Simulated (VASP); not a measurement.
# A VASP 6.6.1 single-point calculation on KBr

INCAR

```
NELECT = 15.5
LWAVE = .FALSE.
ISIF = 2
NELM = 120
ISMEAR = -1
SIGMA = 0.1
IBRION = -1
ENCUT = 520
NSW = 0
PREC = Accurate
LREAL = .FALSE.
EDIFF = 1E-7
GGA = PE
LCHARG = .FALSE.
LASPH = .TRUE.
NBANDS = 15
```

KPOINTS

```
KPOINTS created by Atomic Simulation Environment
0
Gamma
9 9 9
0 0 0
```

POSCAR

```
K  Br
 1.0000000000000000
     0.0000000000000000    3.3022478200999998    3.3022478200999998
     3.2210125236999998    0.0000000000000000    3.3022478200999998
     3.2210125236999998    3.3022478200999998    0.0000000000000000
 K   Br
   1   1
Cartesian
  0.0000000000000000  0.0000000000000000  0.0000000000000000
  3.2210125236999998  3.3022478200999998  3.3022478200999998
```

The recommended PBE PAW datasets give the neutral cell 16 valence electrons.

Command

```
mpirun -np 1 vasp_std
```

OSZICAR

```
N       E                     dE             d eps       ncg     rms          rms(c)
DAV:   1     0.957625302289E+02    0.95763E+02   -0.62634E+03  2250   0.853E+02
DAV:   2     0.678559210115E+00   -0.95084E+02   -0.88336E+02  2875   0.224E+02
DAV:   3    -0.487206072550E+01   -0.55506E+01   -0.54652E+01  3122   0.472E+01
DAV:   4    -0.511309152096E+01   -0.24103E+00   -0.24092E+00  3418   0.828E+00
DAV:   5    -0.511489169065E+01   -0.18002E-02   -0.18001E-02  3142   0.828E-01    0.271E+00
DAV:   6    -0.527202795295E+01   -0.15714E+00   -0.35778E-02  2936   0.123E+00    0.166E+00
DAV:   7    -0.527743315860E+01   -0.54052E-02   -0.52095E-02  3125   0.136E+00    0.242E-01
DAV:   8    -0.527761209775E+01   -0.17894E-03   -0.22948E-03  2669   0.316E-01    0.176E-01
DAV:   9    -0.527818069186E+01   -0.56859E-03   -0.37361E-03  2474   0.315E-01    0.953E-02
DAV:  10    -0.527801535600E+01    0.16534E-03   -0.23670E-04  3062   0.883E-02    0.580E-02
DAV:  11    -0.527799633683E+01    0.19019E-04   -0.22778E-04  2551   0.693E-02    0.101E-02
DAV:  12    -0.527800168582E+01   -0.53490E-05   -0.10557E-05  2943   0.205E-02    0.288E-03
DAV:  13    -0.527800270548E+01   -0.10197E-05   -0.14751E-06  2679   0.611E-03    0.288E-03
DAV:  14    -0.527800305021E+01   -0.34474E-06   -0.33879E-07  2466   0.361E-03    0.355E-04
DAV:  15    -0.527800302114E+01    0.29078E-07   -0.10643E-08  2588   0.840E-04
   1 F= -.52780030E+01 E0= -.52116351E+01  d E =-.132736E+00
```

Standard output (part)

```
POSCAR found type information on POSCAR K Br
 POSCAR found :  2 types and       2 ions
 LDA part: xc-table for (Slater+PW92), standard interpolation
 POSCAR, INCAR and KPOINTS ok, starting setup
 WAVECAR not read
 entering main loop
 the old and the new charge density differ
    0.271E+00
```

From OUTCAR

```
k-points           NKPTS =     75   k-points in BZ     NKDIM =     75   number of bands    NBANDS=     15

   NELECT =      15.5000    total number of electrons

   dimension x,y,z NGX =    36 NGY =   36 NGZ =   36
   dimension x,y,z NGXF=    72 NGYF=   72 NGZF=   72

  energy-cutoff  :      520.00
  volume of cell :       70.25
      direct lattice vectors                 reciprocal lattice vectors
     0.000000000  3.302247820  3.302247820    -0.155230691  0.151412016  0.151412016
     3.221012524  0.000000000  3.302247820     0.155230691 -0.151412016  0.151412016
     3.221012524  3.302247820  0.000000000     0.155230691  0.151412016 -0.151412016

 k-points in reciprocal lattice and weights: KPOINTS created by Atomic Simulation Env
   0.00000000  0.00000000  0.00000000       0.001
   0.11111111  0.00000000  0.00000000       0.011
   0.22222222  0.00000000  0.00000000       0.011
   0.33333333  0.00000000  0.00000000       0.011
   0.44444444  0.00000000  0.00000000       0.011
   0.11111111  0.11111111  0.00000000       0.005
   0.22222222  0.11111111  0.00000000       0.022
   0.33333333  0.11111111  0.00000000       0.022
   ...

 E-fermi :  -2.1949

 k-point     1 :       0.0000    0.0000    0.0000
  band No.  band energies     occupation
      1     -28.9886      2.00000
      2     -14.6088      2.00000
      3     -12.4873      2.00000
      4     -12.4769      2.00000
      5     -12.4769      2.00000
      6      -2.1394      0.72974
      7      -2.1394      0.72974
      8      -2.1280      0.67765
      9       3.1321      0.00000
     10       6.1835      0.00000
     11       6.1835      0.00000
     12       6.3540      0.00000
     13       6.9583      0.00000
     14       7.0649      0.00000
     15      10.4804      0.00000

 k-point     2 :       0.1111    0.0000    0.0000
  band No.  band energies     occupation
      1     -28.9878      2.00000
      2     -14.6175      2.00000
      3     -12.4842      2.00000
      4     -12.4778      2.00000
      5     -12.4644      2.00000
      6      -2.2882      1.43572
      7      -2.1773      0.91249
      8      -2.1708      0.88011
      9       3.4282      0.00000
     10       6.1445      0.00000
     11       6.3354      0.00000
     12       6.4585      0.00000
     13       7.1186      0.00000
     14       7.2313      0.00000
     15      10.9301      0.00000

 k-point     3 :       0.2222    0.0000    0.0000
  band No.  band energies     occupation
      1     -28.9859      2.00000
      2     -14.6391      2.00000
      3     -12.4838      2.00000
      4     -12.4801      2.00000
      5     -12.4256      2.00000
      6      -2.6294      1.97441
      7      -2.2703      1.36018
      8      -2.2662      1.34243
      9       4.1471      0.00000
     10       6.0976      0.00000
     11       6.7648      0.00000
     12       6.8634      0.00000
     13       7.5771      0.00000
     14       7.7060      0.00000
     15      11.2579      0.00000

 ...

  Total       -1.0936770     -1.5190516     -1.5190516      0.0000000      0.0000000     -0.0000000
  in kB      -24.9435310    -34.6450641    -34.6450641      0.0000000      0.0000000     -0.0000000
  external PRESSURE =     -31.4112197 kB  Pullay stress =       0.0000000 kB

 POSITION                                       TOTAL-FORCE (eV/Angst)
 -----------------------------------------------------------------------------------
      0.00000      0.00000      0.00000         0.000000      0.000000      0.000000
      3.22101      3.30225      3.30225        -0.000000     -0.000000      0.000000
 -----------------------------------------------------------------------------------
    total drift:                                0.000000      0.000000      0.000000

  FREE ENERGIE OF THE ION-ELECTRON SYSTEM (eV)
  ---------------------------------------------------
  free  energy   TOTEN  =        -5.2780030211 eV

  energy  without entropy=       -5.1452672592  energy(sigma->0) =       -5.21163514
```

It converged. Results: pressure -3.1 GPa.

The cell is charged and sits in a uniform background.

For comparison, a separate PBE run of the intended cell, on usual settings and not on those above, gives a gap of 4.48 eV on its mesh and a pressure of 1.2 GPa.

The run above took about 2.2 min on one core of a shared host (Intel Xeon Platinum 8488C) and held 0.25 GiB at most.
